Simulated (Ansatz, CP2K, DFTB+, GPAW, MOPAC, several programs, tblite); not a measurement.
# In2O3: cheap methods against density-functional theory

How much accuracy does each second buy? In2O3 is computed with 9 methods, from the cheapest up to r2SCAN.

Program: MOPAC, tblite, CP2K, Ansatz, GPAW (versions at each run). Level of theory: no spin polarisation, static lattice; gaps from single points on the cell relaxed beforehand with r²SCAN. These are calculated values, not measurements.

### Step 1. The structure to begin with

It takes space group R-3c (No. 167, trigonal). Conventional cell: a = 5.508 Å, b = 5.508 Å, c = 14.560 Å, α = 90.00°, β = 90.00°, γ = 120.00°. Around In (site symmetry 3) lie 6 O at 2.13 to 2.26 Å. O (site symmetry 2) has 4 In at 2.13 to 2.26 Å as nearest neighbours.

Coordinates:

```
CELL_PARAMETERS angstrom
2.75390 1.58997 4.85347
-2.75390 1.58997 4.85347
0.00000 -3.17993 4.85347
ATOMIC_POSITIONS crystal
In 0.35708 0.35708 0.35708
In 0.14292 0.14292 0.14292
In 0.64292 0.64292 0.64292
In 0.85708 0.85708 0.85708
O 0.54659 0.95341 0.25000
O 0.25000 0.54659 0.95341
O 0.95341 0.25000 0.54659
O 0.45341 0.04659 0.75000
O 0.75000 0.45341 0.04659
O 0.04659 0.75000 0.45341
```

**Question.** The methods are PM6, PM7, GFN2-xTB (tblite), PBE/DZVP, PBE/SZV, coarse PBE, GLLB-SC, PBE, r2SCAN. What gap does r2SCAN give on this cell, and which other methods (full PBE left aside) come nearest to r2SCAN and farthest in gap, volume and bulk modulus?

| quantity | value |
| --- | --- |
| r2SCAN | gap 1.80 eV, 12.75 Å³/atom, B₀ 181 GPa |
| gap: nearest and farthest of the other methods | PBE/DZVP (-0.65 eV), PM6 (+7.84 eV) |
| volume: nearest and farthest of the other methods | PM7 (-4.3 %), PBE/SZV (+11.7 %) |
| bulk modulus: nearest and farthest of the other methods | PBE/DZVP (-15 %), PM7 (+47 %) |

**Reading.** For the gap, of the 7 methods compared (full PBE left aside), PBE/DZVP comes nearest to r2SCAN and PM6 is farthest. Among the 4 methods compared for the volume (full PBE left aside), PM7 is nearest to r2SCAN and PBE/SZV farthest. For the bulk modulus, of the 4 methods compared (full PBE left aside), PBE/DZVP comes nearest to r2SCAN and PM7 is farthest. A minimal basis or a coarse cutoff and mesh shifts results by its own error, so closeness to r2SCAN can be chance. Cluster runs see only the k-points that fold onto the zone centre, so their gaps can miss the band edges. GLLB-SC is compared with its derivative discontinuity added. No volume is given for PM6, coarse PBE, which can hide a larger miss. CPU times run from 1.5 s (coarse PBE) to 2.3 min (PBE/DZVP). On this cell PBE/DZVP, PBE/SZV, GLLB-SC cost more than r2SCAN itself (23 s), so they are no saving here. r2SCAN is a yardstick, not the truth: it usually gives gaps below the measured ones. Spin-orbit coupling is left out throughout. Against the measured gap of In2O3, 3.08 eV (optical; powder; “Fabrication and performance enhancement of an In2O3/BiVO4 heterojunction for N-butanol gas sensing applications”, 2024, pmc:11650617), the calculated 1.80 eV is off by -1.28 eV. That value is r2SCAN's. Of all methods here GLLB-SC lies nearest to the measured gap (2.78 eV).
